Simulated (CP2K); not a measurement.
Runs of CP2K 2026.2 on LiCl. It takes space group Fm-3m (No. 225, cubic). The conventional cell has a = 5.130 Å, b = 5.130 Å, c = 5.130 Å, α = 90.00°, β = 90.00°, γ = 90.00°. Cl (site symmetry m-3m) is surrounded by 6 Li at 2.56 Å. Li (site symmetry m-3m) is surrounded by 6 Cl at 2.56 Å. 

```csv
task,level,smearing,EPS_DEFAULT,points a segment of the path (NPOINTS),bands added on the path,CUTOFF of the grids,cutoff of the non-local correlation (Ry),gap on the mesh (eV),pressure (GPa)
band structure,BEEF-vdW,fermi-dirac 0.05 eV,1.0E-9,6,2,675 Ry,300,(a),0.5
single point,PBE,gaussian 0.02 eV,1.0E-10,-,-,450 Ry,-,6.30,0.6
single point,PBE,gaussian 0.05 eV,1.0E-10,-,-,450 Ry,-,6.30,0.6
band structure,TB-mBJ,fermi-dirac 0.05 eV,1.0E-9,6,2,675 Ry,-,6.97,-
band structure,PBE,fermi-dirac 0.05 eV,1.0E-9,6,2,675 Ry,-,6.31,0.6
```

Alike in all rows: potentials or basis POTENTIAL_UZH Cl GTH-PBE-q7, Li GTH-PBE-q3; TZVP-MOLOPT-PBE-GTH basis; no spin polarisation; cell as given; k mesh 9 × 9 × 9.

Q: Estimate the missing entries.

A: (a) 6.56.

Caveats: the basis of atomic orbitals isn't converged, which shifts pressures, moduli and gaps; the potentials were made for another functional, which shifts forces and pressure (some runs); an odd mesh through Γ misses points on the zone boundary, where band edges often lie (some runs); this is a model potential without an energy functional, so only levels have meaning (some runs).

Not every run made on this cell is shown here.
